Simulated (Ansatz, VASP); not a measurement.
# Hf in VASP and in Ansatz

```xyz
1
Lattice="0.0000 2.2051 2.2051 2.2051 0.0000 2.2051 2.2051 2.2051 0.0000" Properties=species:S:1:pos:R:3 pbc="T T T"
Hf    0.0000    0.0000    0.0000
```

Change from the starting cell: volume scaled by 0.98, PAW files.

Alike in both runs: task electric field gradients; functional PBE; k mesh 16 × 16 × 16; occupations fermi-dirac, width 0.03 eV; no spin polarisation.

```csv
,VASP,Ansatz
version,VASP 6.6.1,Ansatz 0.2.0
potentials or method,"VASP PAW PBE potentials, release 64 (Hf_pv)","PAW with Ansatz's default frozen-core files, scalar-relativistic"
plane-wave cutoff (eV),520,420
valence electrons in the cell,10,26
```

Ansatz gave:

```
pressure (GPa)                                                 : 5.5
Vzz of the field gradient on the site that differs most (V/Å²) : 0.0
```

Which values does VASP return?

Pressure (GPa): 5.0; Vzz of the field gradient on the site that differs most (V/Å²): 0.0.

The two sets of potentials don't hold the same shells in valence. Ansatz warned: «gradients_without_spin_orbit».

The runs have no spin-orbit coupling, so splittings on Hf are missing.
